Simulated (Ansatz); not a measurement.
# Si96C95: the cost of one run

Method: density functional theory in Ansatz 0.2.0, PAW datasets, plane waves.

3 further runs of the same task are left out: 1 for a known fault of the program, 2 set aside as unsound or not needed.

## (1) The starting cell

191 atoms (96 Si, 95 C); a = 12.312 Å, b = 15.994 Å, c = 10.076 Å, α = 90.00°, β = 90.00°, γ = 90.00°. All atoms were shaken off their sites by about 0.02 Å along each axis. Defect site 1: (0.500, 0.444, 0.438).

Steps to follow: (2) PBEsol relaxation at the single k point (¼, ¼, ¼), on 1 × NVIDIA GB300 Max-Q with 32 threads of Arm Neoverse-V2; (3) HSE06 single point at the single k point (¼, ¼, ¼), on 1 × NVIDIA GB300 Max-Q with 32 threads of Arm Neoverse-V2; (4) r²SCAN single point at the single k point (¼, ¼, ¼), on 1 × NVIDIA GB300 Max-Q with 32 threads of Arm Neoverse-V2.

## (2) PBEsol relaxation in the fixed cell

File in.yaml:

```yaml
crystal:
  lattice:
    - [12.312272, 0.000000, 0.000000]
    - [0.000000, 15.994110, 0.000000]
    - [0.000000, 0.000000, 10.075947]
  atoms:
    - { symbol: Si, position: [0.999288, 0.999974, 0.500984] }
    - { symbol: Si, position: [0.248715, 0.998730, 0.499910] }
    - { symbol: Si, position: [0.125671, 0.167353, 0.499151] }
    - { symbol: Si, position: [0.000088, 0.332895, 0.501019] }
    # ... 7 atom lines left out here ...
    - { symbol: Si, position: [0.498039, 0.334505, 0.497707] }
    - { symbol: Si, position: [0.374016, 0.500719, 0.492831] }
    # ... 4 atom lines left out here ...
    - { symbol: Si, position: [0.623429, 0.498968, 0.496494] }
    # ... 17 atom lines left out here ...
    - { symbol: Si, position: [0.499820, 0.444655, 0.250973] }
    # ... 95 atom lines left out here ...
    - { symbol: C, position: [0.500842, 0.332468, 0.684930] }
    - { symbol: C, position: [0.380039, 0.499073, 0.686239] }
    # ... 21 atom lines left out here ...
    - { symbol: C, position: [0.622532, 0.278235, 0.438624] }
    # ... 4 atom lines left out here ...
    - { symbol: C, position: [0.746931, 0.444060, 0.440305] }
    - { symbol: C, position: [0.622397, 0.610671, 0.440005] }
    # ... 30 atom lines left out here ...
  symmetry: { detect: false }
kpoints:
  mp_grid: { grid: [1, 1, 1], shift: [0.25, 0.25, 0.25] }
hamiltonian:
  xc: pbesol
total_charge: 2
scf:
  occupations: { method: fermi_dirac, width: 0.01 }
relax:
  f_tol: 0.03
  max_steps: 80
  escape_saddle: false
  adjacent_minimum: "off"
output:
  forces: true
  eigenvalues: true
  populations: true
  charged_corrections: { epsilon: 9.7 }
```

The run is started by

```
> ansatz run in.yaml --threads 32 --pin off --max-ram 171000MiB --runs-dir r --events-out ev --progress --plain --backend cuda --devices 0,
```

**Question.** How long does this run take on 1 × NVIDIA GB300 Max-Q with 32 threads of Arm Neoverse-V2, shared host, and how much memory does it need?

About 14 s, with a peak of 2.6 GiB on the host.
